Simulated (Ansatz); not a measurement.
# Ni: one crystal by all-electron and frozen-core methods

The same cell of Ni is computed with full-potential LAPW, PAW with frozen cores and all-electron PAW on datasets made for the crystal, to set the results side by side.

Program: Ansatz 0.2.0. Level of theory: DFT PBE, scalar-relativistic. These are calculated values, not measurements.

1 further run of the same task is left out (set aside as unsound or not needed).

### 1 The starting structure

The structure is cubic, space group Fm-3m (No. 225). Conventional cell: a = 3.519 Å, b = 3.519 Å, c = 3.519 Å, α = 90.00°, β = 90.00°, γ = 90.00°. Around Ni (site symmetry m-3m) lie 12 Ni at 2.49 Å.

Structure file:

```
Ni
1.0
     0.00000    1.75960    1.75960
     1.75960    0.00000    1.75960
     1.75960    1.75960    0.00000
Ni
1
Cartesian
  0.0000 0.0000 0.0000
```

The cell was relaxed by PAW from a hypothetical start (fcc type); it needn't be the stable phase of this composition.

### 2 Full-potential LAPW

File input.yaml:

```yaml
crystal:
  lattice:
    - [0.0, 1.7596012552, 1.7596012552]
    - [1.7596012552, 0.0, 1.7596012552]
    - [1.7596012552, 1.7596012552, 0.0]
  atoms:
    - { symbol: Ni, position: [0.0, 0.0, 0.0], spin: 1.5 }
magnetization:
  spin_polarized: true
kpoints:
  mp_grid: { grid: [18, 18, 18] }
  band_path:
    path:
      - [0.0, 0.0, 0.0]
      - [0.5, 0.0, 0.5]
      - [0.625, 0.25, 0.625]
      - [0.375, 0.375, 0.75]
      - [0.0, 0.0, 0.0]
      - [0.5, 0.5, 0.5]
      - [0.5, 0.25, 0.75]
      - [0.5, 0.0, 0.5]
    npoints: 8
scf:
  occupations: { method: fermi_dirac, width: 0.08 }
hamiltonian:
  xc: pbe
  pseudopotentials: { kind: all_electron, lapw: { basis_error: 0.001 } }
output:
  forces: true
  stress: true
  eigenvalues: true
  fatbands: true
  populations: true
  dos: { projected: true, de: 0.2, e_range: [-14, 8] }
```

### 3 PAW with frozen cores

input.yaml, as its differences from that of step 2:

```diff
@@ -26,3 +26,3 @@
   xc: pbe
-  pseudopotentials: { kind: all_electron, lapw: { basis_error: 0.001 } }
+  pseudopotentials: { kind: paw }
 output:
@@ -31,4 +31,5 @@
   eigenvalues: true
-  fatbands: true
+  efg: { contact_densities: true }
   populations: true
+  bader: true
   dos: { projected: true, de: 0.2, e_range: [-14, 8] }
```

### 4 All-electron PAW on datasets made for the crystal

input.yaml, as its differences from that of step 3:

```diff
@@ -26,3 +26,3 @@
   xc: pbe
-  pseudopotentials: { kind: paw }
+  pseudopotentials: { kind: all_electron, datasets: crystal }
 output:
@@ -32,4 +32 @@
   efg: { contact_densities: true }
-  populations: true
-  bader: true
-  dos: { projected: true, de: 0.2, e_range: [-14, 8] }
```

(Steps that only read results are left out.)

What does the calculation give? Wanted: pressure; gap; spin moments.

The runs gave:

| quantity | value |
| --- | --- |
| pressure | LAPW -0.01, PAW 0.02, crystal datasets -0.01 GPa |
| gap (LAPW) | none |
| spin moments (LAPW) | Ni 0.65 μB |

**Reading.** The pressure is within half a GPa of zero, so the volume is close to equilibrium at this level. There is no gap at this level; the crystal is a metal here. Ni 3d carries the largest share, 96 %, of the projected states within 0.3 eV of the Fermi level. The projection holds only the free atom's occupied shells (Ni 4s, Ni 3d in this range). PAW lies +0.03 GPa from LAPW in pressure. The price, with the outputs that each input asks for: 37 s for LAPW against 13 s for PAW, about 2.9 to one. Other magnetic orders may lie lower; this is the state that the run reached.
